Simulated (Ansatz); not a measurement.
## simple cubic against fcc along group 13

These are results of Ansatz, DFT, LDA (PW92), plane waves (420 eV) with PAW, scalar-relativistic, not measurements. (PAW data from PBE, frozen cores regenerated.)

Each structure is relaxed within its symmetry, in the lowest magnetic state of the tried starts. Differences under about 8 meV lie within the error of the k-point mesh.

| element | E(simple cubic) − E(fcc) (meV/atom) | V(simple cubic) (Å³/atom) | V(fcc) (Å³/atom) | state of simple cubic | state of fcc |
| --- | --- | --- | --- | --- | --- |
| B | -242 | 6.47 | 5.70 | spin not included | spin not included |
| Al | 390 | 19.30 | 15.80 | spin not included | spin not included |
| Ga | 38 | 18.08 | 17.19 | spin not included | spin not included |
| In | 75 | 26.24 | 24.57 | spin not included | spin not included |
| Tl | 116 | 29.34 | 27.12 | spin not included | spin not included |
